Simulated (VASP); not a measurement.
# CoO: how cutoff and mesh change the moments, part 2 of 2

How far do the magnetic moments of CoO depend on cutoff and mesh? The starting structure is a measured crystal structure from the Crystallography Open Database. The reference starts from antiferromagnetic moments, in one pattern that fits into this cell.

VASP 6.6.1.

Results so far: reference 2.41 μB on Co; an 8×8×8 mesh 2.41 μB on Co.

## 4. Run with a 20×20×20 mesh

Level of this step: PBEsol, spin-polarised from an antiferromagnetic start; plane waves and PAW (Co, O) (VASP).

Against step 2 the input has a 20×20×20 mesh.

Contents of INCAR:

```
SYSTEM = CoO
PREC = Accurate
ENCUT = 480
EDIFF = 1E-07
NELM = 200
ISMEAR = 0
SIGMA = 0.05
LREAL = .FALSE.
ALGO = Normal
GGA = PS
NBANDS = 23
ISPIN = 2
MAGMOM = 2.4 -2.4 0 0
LASPH = .TRUE.
LMAXMIX = 4
LORBIT = 11
LWAVE = .FALSE.
LCHARG = .FALSE.
KPAR = 8
```

Contents of POSCAR:

```
CoO
1.0
    0.0000000000      2.1290000000      2.1290000000
    2.1290000000      0.0000000000      2.1290000000
    4.2580000000      4.2580000000      0.0000000000
Co O
2 2
Direct
    0.0000000000      0.0000000000      0.0000000000
    0.0000000000      0.0000000000      0.5000000000
    0.5000000000      0.5000000000      0.2500000000
    0.5000000000      0.5000000000      0.7500000000
```

Contents of KPOINTS:

```
Automatic mesh
0
Gamma
20 20 20
0 0 0
```

PAW data sets: Co and O (PBE family, release 64).

Run with:

```bash
> mpirun -np 8 vasp_std
```

Output:

```text
[... set-up lines as in an earlier step ...]
 entering main loop
       N       E                     dE             d eps       ncg     rms          rms(c)
DAV:   1     0.228563611187E+03    0.22856E+03   -0.13374E+04 73012   0.150E+03
DAV:   2    -0.912922770696E+01   -0.23769E+03   -0.21683E+03 75499   0.336E+02
DAV:   3    -0.323949838255E+02   -0.23266E+02   -0.22191E+02 86490   0.122E+02
DAV:   4    -0.329441767364E+02   -0.54919E+00   -0.54758E+00 79806   0.199E+01
[...]
DAV:  17    -0.281866613165E+02    0.14122E-05   -0.30264E-06114359   0.319E-02    0.481E-03
DAV:  18    -0.281866611286E+02    0.18794E-06   -0.14258E-06109474   0.159E-02    0.195E-03
DAV:  19    -0.281866611303E+02   -0.16671E-08   -0.99892E-08 40693   0.376E-03
   1 F= -.28186661E+02 E0= -.28181512E+02  d E =-.102991E-01  mag=     0.0000
```

It took 90 s on 8 MPI ranks of Intel Xeon 6975P-C (Granite Rapids), shared host; peak memory 7.3 GiB; 12 min of CPU time.

From OUTCAR (step 4):

```text
  Total       -3.4483963     -3.4483963     -3.4483963      0.9774502     -0.9774502     -0.9774502
  in kB     -143.1333304   -143.1333304   -143.1333304     40.5712364    -40.5712364    -40.5712364
  external PRESSURE =    -143.1333304 kB  Pullay stress =       0.0000000 kB

 POSITION                                       TOTAL-FORCE (eV/Angst)
 -----------------------------------------------------------------------------------
      0.00000      0.00000      0.00000         0.000000      0.000000      0.000000
      2.12900      2.12900      0.00000        -0.000000     -0.000000      0.000000
      2.12900      2.12900      2.12900         0.000000      0.000000      0.000000
      4.25800      4.25800      2.12900        -0.000000     -0.000000     -0.000000
 -----------------------------------------------------------------------------------
    total drift:                                0.000000     -0.000000     -0.000000

  FREE ENERGIE OF THE ION-ELECTRON SYSTEM (eV)
  ---------------------------------------------------
  free  energy   TOTEN  =       -28.1866611303 eV

  energy  without entropy=      -28.1763620593  energy(sigma->0) =      -28.18151159

[... 2 parts as in an earlier step ...]

[... 2 further parts left out ...]
[key lines of the parts left out:]
E-fermi :   7.8010
```

A 20×20×20 mesh: the moments inside the Co spheres have a mean size of 2.41 μB, and the cell carries 0.00 μB, with no gap.

## 5. Run with a cutoff of 640 eV

Against step 2 the input has ENCUT = 640.

INCAR: that of step 4 with these lines changed.

```diff
@@ -2,3 +2,3 @@
 PREC = Accurate
-ENCUT = 480
+ENCUT = 640
 EDIFF = 1E-07
```

POSCAR is that of step 4.

Contents of KPOINTS:

```
Automatic mesh
0
Gamma
14 14 14
0 0 0
```

Run with:

```bash
> mpirun -np 8 vasp_std
```

Output:

```text
[... set-up lines as in an earlier step ...]
 entering main loop
       N       E                     dE             d eps       ncg     rms          rms(c)
DAV:   1     0.260275677200E+03    0.26028E+03   -0.16091E+04 26832   0.187E+03
DAV:   2    -0.436254849119E+01   -0.26464E+03   -0.24057E+03 27728   0.376E+02
DAV:   3    -0.322222600821E+02   -0.27860E+02   -0.26435E+02 31592   0.138E+02
DAV:   4    -0.329455903429E+02   -0.72333E+00   -0.72024E+00 29528   0.231E+01
[...]
DAV:  17    -0.281906515376E+02    0.12542E-05   -0.30937E-06 42755   0.297E-02    0.467E-03
DAV:  18    -0.281906513785E+02    0.15909E-06   -0.10811E-06 40120   0.141E-02    0.200E-03
DAV:  19    -0.281906513863E+02   -0.78476E-08   -0.11900E-07 15118   0.497E-03
   1 F= -.28190651E+02 E0= -.28185166E+02  d E =-.109717E-01  mag=    -0.0000
```

The job ended after 64 s (8 MPI ranks; peak memory 5.1 GiB).

Parts of OUTCAR (step 5):

```text
  Total       -3.4189988     -3.4189988     -3.4189988      0.9726201     -0.9726201     -0.9726201
  in kB     -141.9131229   -141.9131229   -141.9131229     40.3707544    -40.3707544    -40.3707544
  external PRESSURE =    -141.9131229 kB  Pullay stress =       0.0000000 kB

 POSITION                                       TOTAL-FORCE (eV/Angst)
 -----------------------------------------------------------------------------------
      0.00000      0.00000      0.00000         0.000000     -0.000000     -0.000000
      2.12900      2.12900      0.00000        -0.000000     -0.000000     -0.000000
      2.12900      2.12900      2.12900         0.000000      0.000000      0.000000
      4.25800      4.25800      2.12900         0.000000     -0.000000     -0.000000
 -----------------------------------------------------------------------------------
    total drift:                                0.000000      0.000000      0.000000

  FREE ENERGIE OF THE ION-ELECTRON SYSTEM (eV)
  ---------------------------------------------------
  free  energy   TOTEN  =       -28.1906513863 eV

  energy  without entropy=      -28.1796796660  energy(sigma->0) =      -28.18516553

[... 2 parts as in an earlier step ...]

[... 2 further parts left out ...]
[key lines of the parts left out:]
E-fermi :   7.7991
```

A cutoff of 640 eV: the moments inside the Co spheres have a mean size of 2.41 μB, and the cell carries 0.00 μB, with no gap.

## 6. All runs side by side

```tsv
run	mean size of the moment on Co (μB)	cell (μB)	gap on the mesh (eV)	core minutes
reference	2.41	0.0	none	4.93
an 8×8×8 mesh	2.41	0.0	none	1.71
a 20×20×20 mesh	2.41	0.0	none	12.0
a cutoff of 640 eV	2.41	0.0	none	8.53
```

Core minutes are wall time times ranks of the run shown, on a shared host.

## 7. Outcome

```
mean size of the moment on Co, reference          : 2.41 μB
mean size of the moment on Co, an 8×8×8 mesh      : 2.41 μB
mean size of the moment on Co, a 20×20×20 mesh    : 2.41 μB
mean size of the moment on Co, a cutoff of 640 eV : 2.41 μB
```

**Reading.** The Co moment is 2.41 μB in the reference and no setting moves it by more than 0.005 μB. On finer settings it changes by +0.000 μB with a 20×20×20 mesh and +0.000 μB with a cutoff of 640 eV. The functional and the magnetic order aren't tested here. Further runs on this material are not shown.

[Lines on the potential files, build, host, timing and source positions are cut from VASP's logs without a mark.]

[Logs are printed without paths, hosts, clocks, repeated set-up lines and the standing remarks that a program may print on its own settings, such as how far it seeks lower states.]

[Hosts, paths, dates, database ids (printed as entryN), source tags and the programs' standing remarks are cut or masked in the printed files.]
